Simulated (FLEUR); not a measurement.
CaO:

```
CELL_PARAMETERS angstrom
0.00000 2.40356 2.40356
2.40356 0.00000 2.40356
2.40356 2.40356 0.00000
ATOMIC_POSITIONS crystal
Ca 0.00000 0.00000 0.00000
O 0.50000 0.50000 0.50000
```

The cell is a database's computed one.

Base run:

- Program: FLEUR MaX-R8.1 (later development tree)
- Functional: RPBE
- Potentials or basis: all-electron
- Basis: FLAPW
- Kmax: 4.12 1/bohr
- k mesh: 10 × 10 × 10
- Occupations: fermi-dirac, width 0.05 eV
- Spin: no spin polarisation

Its results: band gap on the k mesh 3.93 eV, indirect (least direct gap 4.30 eV).

Problem. The run is repeated on the same cell with these changes: functional from RPBE to PBEsol. What comes out?

Solution. Band gap on the k mesh 3.55 eV, indirect (least direct gap 3.93 eV).

Not every run made on this cell is shown here.
